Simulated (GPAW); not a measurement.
# CaO (Fm-3m) in GPAW: single point with PBE

Aim: the single point of CaO with PBE.

All numbers are computed with GPAW 26.7.0; they aren't measurements. Logs are shortened: lines on timing, memory, paths and dates and some standing lists are left out, and cuts for length are marked. The log counts tension as positive stress, the text compression.

### Step 1. The crystal as given

Symmetry: Fm-3m, No. 225, cubic system. Conventional cell: a = 4.807 Å, b = 4.807 Å, c = 4.807 Å, α = 90.00°, β = 90.00°, γ = 90.00°. Ca (site symmetry m-3m) is surrounded by 6 O at 2.40 Å. O (site symmetry m-3m) has 6 Ca at 2.40 Å as nearest neighbours.

The cell is a database's computed one.

### Step 2. Single point, PBE

The input, run.py:

```python
from ase.dft.bandgap import bandgap
from ase.io import write
from ase.spacegroup import crystal
from ase.units import GPa
from gpaw import GPAW, PW

# Ca 4a
# O 4b
atoms = crystal(['Ca', 'O'],
                basis=[[0.0, 0.0, 0.0],
                       [0.5, 0.0, 0.0]],
                spacegroup=225, setting=1,  # Fm-3m
                cellpar=[4.80711139, 4.80711139, 4.80711139, 90.0, 90.0, 90.0],
                primitive_cell=True)

calc = GPAW(mode=PW(900),
            xc='PBE',
            kpts={'size': (8, 8, 8), 'gamma': True},
            occupations={'name': 'fermi-dirac', 'width': 0.05},
            nbands=16,
            convergence={'density': 1e-05, 'energy': 1e-05},
            maxiter=75,
            txt='gpaw.txt')
atoms.calc = calc
energy = atoms.get_potential_energy()
forces = atoms.get_forces()
stress = atoms.get_stress()
calc.write('gs.gpw')
write('result.traj', atoms)
print(f'Energy: {energy:.6f} eV')
print('Forces (eV/A):')
print(forces.round(4))
print('Stress (GPa):', (stress / GPa).round(3))
print('Fermi level:', round(calc.get_fermi_level(), 4), 'eV')
print(f'Gap: {bandgap(calc)[0]:.4f} eV, direct: {bandgap(calc, direct=True)[0]:.4f} eV')
```

Potentials or basis: GPAW PAW data sets (gpaw-data 1.2.1), pw.

Run with:

```
$ OMP_NUM_THREADS=1 python run.py
```

gpaw.txt:

```text
__  _  _
 | _ |_)|_||  |
 |__||  | ||/\| - 26.7.0

Input parameters:
  mode=PW(ecut=900.0000000000001),
  convergence={'density': 1e-05, 'energy': 1e-05},
  kpts=MonkhorstPack(size=(8, 8, 8), gamma=True),
  maxiter=75,
  nbands=16,
  occupations=Occupations(name='fermi-dirac', width=0.05),
  xc=XC(name='PBE')

Diagonalizing LCAO Hamiltonian
Converting LCAO to pw mode

               O

       Ca

Atoms  # Å, Bohr magnetons
|   | symbol |        x |        y |        z |    initial magnetic moments |
|---|--------|----------|----------|----------|-----------------------------|
| 0 |     Ca | 0.000000 | 0.000000 | 0.000000 | ( 0.0000,  0.0000,  0.0000) |
| 1 |      O | 2.403556 | 2.403556 | 2.403556 | ( 0.0000,  0.0000,  0.0000) |

Unit cell  # Å
| periodic |        x |        y |        z |  lengths |    angles |
|----------|----------|----------|----------|----------|-----------|
|      yes | 0.000000 | 2.403556 | 2.403556 | 3.399141 | 60.000000 |
|      yes | 2.403556 | 0.000000 | 2.403556 | 3.399141 | 60.000000 |
|      yes | 2.403556 | 2.403556 | 0.000000 | 3.399141 | 60.000000 |

Number of symmetries: 48
Symmetry operations  # r_c * U_cc + t_c -> r_c
|    | kind |            matrix            |
|----|------|------------------------------|
|  0 |  σ   |  1, 0, 0,  1, 0,-1,  1,-1, 0 |
|  1 |  C2  |  1, 0, 0,  1,-1, 0,  1, 0,-1 |
|  2 |  E   |  1, 0, 0,  0, 1, 0,  0, 0, 1 |
|  3 |  σ   |  1, 0, 0,  0, 0, 1,  0, 1, 0 |
|  4 |  C4  |  1, 0,-1,  1, 0, 0,  1,-1, 0 |
|  5 |  S6  |  1, 0,-1,  1,-1, 0,  1, 0, 0 |
|  6 |  σ   |  1, 0,-1,  0, 1,-1,  0, 0,-1 |
|  7 |  C3  |  1, 0,-1,  0, 0,-1,  0, 1,-1 |
|  8 |  S6  |  1,-1, 0,  1, 0, 0,  1, 0,-1 |
|  9 |  C4  |  1,-1, 0,  1, 0,-1,  1, 0, 0 |
| 10 |  C3  |  1,-1, 0,  0,-1, 1,  0,-1, 0 |
| 11 |  σ   |  1,-1, 0,  0,-1, 0,  0,-1, 1 |
| 12 |  σ   |  0, 1, 0,  1, 0, 0,  0, 0, 1 |
| 13 |  C4  |  0, 1, 0,  0, 1,-1, -1, 1, 0 |
| 14 |  C3  |  0, 1, 0,  0, 0, 1,  1, 0, 0 |
| 15 |  S6  |  0, 1, 0, -1, 1, 0,  0, 1,-1 |
| 16 |  C2  |  0, 1,-1,  1, 0,-1,  0, 0,-1 |
| 17 |  σ   |  0, 1,-1,  0, 1, 0, -1, 1, 0 |
| 18 |  S4  |  0, 1,-1,  0, 0,-1,  1, 0,-1 |
| 19 |  C4  |  0, 1,-1, -1, 1, 0,  0, 1, 0 |
| 20 |  C3  |  0, 0, 1,  1, 0, 0,  0, 1, 0 |
| 21 |  σ   |  0, 0, 1,  0, 1, 0,  1, 0, 0 |
| 22 |  S6  |  0, 0, 1,  0,-1, 1, -1, 0, 1 |
| 23 |  C4  |  0, 0, 1, -1, 0, 1,  0,-1, 1 |
| 24 |  S4  |  0, 0,-1,  1, 0,-1,  0, 1,-1 |
| 25 |  C3  |  0, 0,-1,  0, 1,-1,  1, 0,-1 |
| 26 |  C2  |  0, 0,-1,  0,-1, 0, -1, 0, 0 |
| 27 |  S6  |  0, 0,-1, -1, 0, 0,  0,-1, 0 |
| 28 |  S4  |  0,-1, 1,  1,-1, 0,  0,-1, 0 |
| 29 |  C4  |  0,-1, 1,  0, 0, 1, -1, 0, 1 |
| 30 |  C2  |  0,-1, 1,  0,-1, 0,  1,-1, 0 |
| 31 |  σ   |  0,-1, 1, -1, 0, 1,  0, 0, 1 |
| 32 |  C3  |  0,-1, 0,  1,-1, 0,  0,-1, 1 |
| 33 |  S6  |  0,-1, 0,  0, 0,-1, -1, 0, 0 |
| 34 |  S4  |  0,-1, 0,  0,-1, 1,  1,-1, 0 |
| 35 |  C2  |  0,-1, 0, -1, 0, 0,  0, 0,-1 |
| 36 |  C2  | -1, 1, 0,  0, 1, 0,  0, 1,-1 |
| 37 |  S6  | -1, 1, 0,  0, 1,-1,  0, 1, 0 |
| 38 |  S4  | -1, 1, 0, -1, 0, 1, -1, 0, 0 |
| 39 |  C3  | -1, 1, 0, -1, 0, 0, -1, 0, 1 |
| 40 |  S6  | -1, 0, 1,  0, 0, 1,  0,-1, 1 |
| 41 |  C2  | -1, 0, 1,  0,-1, 1,  0, 0, 1 |
| 42 |  C3  | -1, 0, 1, -1, 1, 0, -1, 0, 0 |
| 43 |  S4  | -1, 0, 1, -1, 0, 0, -1, 1, 0 |
| 44 |  C2  | -1, 0, 0,  0, 0,-1,  0,-1, 0 |
| 45 |  i   | -1, 0, 0,  0,-1, 0,  0, 0,-1 |
| 46 |  σ   | -1, 0, 0, -1, 1, 0, -1, 0, 1 |
| 47 |  C2  | -1, 0, 0, -1, 0, 1, -1, 1, 0 |

BZ-sampling:
  Number of BZ points: 512
  Number of IBZ points: 29

  Monkhorst-Pack size: [8, 8, 8]
  Monkhorst-Pack shift: [0.0625, 0.0625, 0.0625]

K-points  # in reciprocal-cell coordinates
|     |                                coordinates |     weight |
|-----|--------------------------------------------|------------|
|   0 | (  0.00000000,   0.00000000,   0.00000000) | 0.00195312 |
|   1 | (  0.12500000,   0.12500000,   0.00000000) | 0.01171875 |
|   2 | (  0.12500000,   0.12500000,   0.12500000) | 0.01562500 |
|   3 | (  0.25000000,   0.12500000,   0.12500000) | 0.02343750 |
|   4 | (  0.25000000,   0.25000000,   0.00000000) | 0.01171875 |
|   5 | (  0.25000000,   0.25000000,   0.12500000) | 0.04687500 |
|   6 | (  0.25000000,   0.25000000,   0.25000000) | 0.01562500 |
|   7 | (  0.37500000,   0.25000000,  -0.37500000) | 0.04687500 |
|   8 | (  0.37500000,   0.25000000,   0.12500000) | 0.04687500 |
|   9 | (  0.37500000,   0.25000000,   0.25000000) | 0.04687500 |
| ... |                                            |            |
|  28 | (  0.50000000,   0.50000000,   0.50000000) | 0.00781250 |

Plane wave coefficients: 1727
Cutoff: 900.0000000000001 eV

Spin-components: 1 (collinear spins)
Bands:           16
Projectors:      10
Spin-degeneracy: 2
Datatype:        complex128

Parallelization:
  kpt:    1
  domain: 1
  band:   1

Density:
  Valence electrons: 16.0
  Components: 1
  Grid points: [24 24 24]
  Charge: 0.0  # |e|

Potential:
  Grid points: [24 24 24]

species:
  Ca:
    name:    Calcium
    Z:       20.0
    valence: 10
    core:    10
    charge:  0.0  # [|e|]
    compensation charges:
      type: gauss
      rc: 0.37  # [Å]
      lmax: 2
    cutoffs:
      filter: 2.10  # [Å]
      core: 1.17  # [Å]
    projectors
    | kind |    occ | energy [eV] | rcut [Å] |
    |------|--------|-------------|----------|
    |   3s |  2.000 |     -47.086 |    1.175 |
    |   4s |  2.000 |      -3.766 |    1.175 |
    |   3p |  6.000 |     -28.008 |    1.154 |
    |    p |        |      -0.797 |    1.154 |
    |    d |        |       0.000 |    0.937 |

    Using partial waves for Ca as LCAO basis

  O:
    name:    Oxygen
    Z:       8.0
    valence: 6
    core:    2
    charge:  0.0  # [|e|]
    compensation charges:
      type: gauss
      rc: 0.21  # [Å]
      lmax: 2
    cutoffs:
      filter: 1.17  # [Å]
      core: 0.83  # [Å]
    projectors
    | kind |    occ | energy [eV] | rcut [Å] |
    |------|--------|-------------|----------|
    |   2s |  2.000 |     -23.961 |    0.688 |
    |   2p |  4.000 |      -9.029 |    0.598 |
    |    s |        |       3.251 |    0.688 |
    |    p |        |      18.182 |    0.598 |
    |    d |        |       0.000 |    0.619 |

    Using partial waves for O as LCAO basis

Reference energy: -20551.721533  # eV

eigensolver:
  PPCG
  Converge bands: occupied
  niter=2

density mixing:
  MSR1-Mixer
  Pratt-step length: 0.05
  Maximum mixing coefficient: 0.75
  Old densities: 10
  SVD Regularization: 0.005
  Good broyden scale: 1.0
  Trust region scale: 1.0
  Backstep threshold: 4.0
  History deletion threshold: 6.0
  Fourier metric: weight=20.0, sigma=0.015

occupation numbers:
  Fermi-Dirac:
    width: 0.0500  # eV

poisson solver:
  ecut: 7200.000000000001  # eV

xc functional:
  name: PBE with 2 nearest neighbor stencil

convergence criteria:
- Maximum integral of absolute [dens]ity change: 1e-05 electrons / valence electron
- Maximum [total energy] change in last 3 cyles: 1e-05 eV / valence electron
- Maximum integral of absolute [eigenst]ate change: 4e-08 eV^2 / valence electron
maximum number of iterations: 75

SCF iterations
|iter     | |      energy | eigst |  dens |
|---------|-|-------------|-------|-------|
|iter:   1| |  -14.282266 | +0.59 |       |
|iter:   2| |  -13.914407 | -1.74 | -0.96 |
|iter:   3| |  -13.099566 | -1.19 | -1.02 |
|iter:   4| |  -13.102895 | -2.90 | -1.48 |
|iter:   5| |  -13.113866 | -3.39 | -1.70 |
|iter:   6| |  -13.113896 | -5.35 | -2.86 |
|iter:   7| |  -13.113934c| -5.72 | -3.18 |
|iter:   8| |  -13.113936c| -7.27 | -3.89 |
|iter:   9| |  -13.113936c| -7.74c| -4.74 |
|iter:  10| |  -13.113936c| -8.03c| -5.15c|

Converged in 10 steps
Energy contributions relative to reference atoms: (reference = -20551.721533)

Energy contributions:
  Kinetic:          14.672441
  Coulomb:         -11.979665
  Zero:             -0.407484
  External:          0.000000
  Xc:              -15.399228
  Entropy:          -0.000000
  Spinorbit:         0.000000
  ----------------------------
  Free energy:     -13.113936
  Extrapolated:    -13.113936

dipole moment: (-15.838507, -15.838507, -15.838507)  # |e|*Ang

Fermi level: 5.813
Eigenvalues  # (at kpt = [0.000, 0.000, 0.000])
| band index |      eig [eV] | occ [0-2] |
|------------|---------------|-----------|
|          0 |       -32.851 |     2.000 |
|          1 |       -13.645 |     2.000 |
|          2 |       -13.645 |     2.000 |
|          3 |       -13.645 |     2.000 |
|          4 |       -10.711 |     2.000 |
|          5 |         4.775 |     2.000 |
|          6 |         4.775 |     2.000 |
|          7 |         4.775 |     2.000 |
|          8 |         9.509 |     0.000 |
|          9 |        11.013 |     0.000 |
|         10 |        11.013 |     0.000 |
|         11 |        11.013 |     0.000 |
|         12 |        12.477 |     0.000 |
|         13 |        12.477 |     0.000 |
|         14 |        19.773 |     0.000 |
|         15 |        27.391 |     0.000 |

Gap: 3.691 eV
Transition (v -> c):
  (s=0, k=0, n=7, [0.00, 0.00, 0.00]) -> (s=0, k=24, n=8, [0.50, 0.50, 0.00])
Direct/indirect transitions are different
Direct gap: 4.067 eV
Transition at: (s=0, k=24, n=7, [0.50, 0.50, 0.00])

Forces  # eV/Ang
|       x |        y |        z |
|---------|----------|----------|
| 0.00000 | -0.00000 | -0.00000 |  # Ca   0
| 0.00000 | -0.00000 | -0.00000 |  # O    1

Stress tensor  # eV/Ang^3
|         x |         y |         z |
|-----------|-----------|-----------|
| -0.014055 |  0.000000 |  0.000000 |
|  0.000000 | -0.014055 |  0.000000 |
|  0.000000 |  0.000000 | -0.014055 |

# Writing to gs.gpw (mode='')
```

It took 13 s on 1 thread of Intel Xeon Platinum 8488C (Sapphire Rapids), shared host; peak memory 0.16 GiB.

Results:

```
Free energy            : -13.1139 eV
Pressure               : 2.3 GPa
Band gap on the k mesh : 3.69 eV, indirect (least direct gap 4.07 eV)
```

Levels at points of the mesh, in eV from the valence-band top:
| k point | band 6 | band 7 | band 8 | band 9 | band 10 | band 11 |
| --- | --- | --- | --- | --- | --- | --- |
| (0.00, 0.00, 0.00) | 0.00 | 0.00 | 0.00 | 4.73 | 6.24 | 6.24 |
| (0.50, 0.50, 0.00) | -1.31 | -0.38 | -0.38 | 3.69 | 8.02 | 8.84 |
| (0.50, 0.50, 0.50) | -2.62 | -1.17 | -1.17 | 7.05 | 8.32 | 8.32 |

A k mesh can miss the band edges. As with any semilocal functional, this PBE gap is likely too small.
